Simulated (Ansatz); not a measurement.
## AlN: single point with PBE

AlN:

```
Al N
1.0
     0.00000    2.18399    2.18399
     2.18399    0.00000    2.18399
     2.18399    2.18399    0.00000
Al N
1 1
Direct
  0.00000 0.00000 0.00000
  0.25000 0.25000 0.25000
```

Measurements of this composition are mostly on another form, of space group No. 186.

```yaml
Program: Ansatz 0.2.0
Task: single point
Functional: PBE
Potentials_or_basis: Ansatz PAW
Cutoff: "420 eV (not typed: the program's choice for these potentials)"
k_mesh: 10 × 10 × 10
Occupations: gaussian, width 0.05 eV
Spin: no spin polarisation
```

| Quantity | Value |
| --- | --- |
| Pressure | 4.9 GPa |
| Band gap on the k mesh | 3.33 eV, indirect (least direct gap 4.19 eV) |

Levels at points of the mesh, in eV from the valence-band top:
```tsv
k point	band 1	band 2	band 3	band 4	band 5	band 6	band 7	band 8
(0.00, 0.00, 0.00)	-14.97	0.00	0.00	0.00	4.19	12.58	12.58	12.58
(0.00, 0.00, -0.50)	-12.92	-5.84	-0.48	-0.48	7.38	9.86	11.15	11.15
(0.00, -0.50, -0.50)	-12.29	-4.89	-1.77	-1.77	3.33	8.62	13.95	15.72
```

Run time: 0.53 s on 2 threads of Intel(R) Xeon(R) Platinum 8488C (Sapphire Rapids) (shared host), peak memory 0.32 GiB.

Caveat: the pressure holds a Pulay correction of +0.5 GPa for the finite cutoff. A k mesh can miss the band edges.
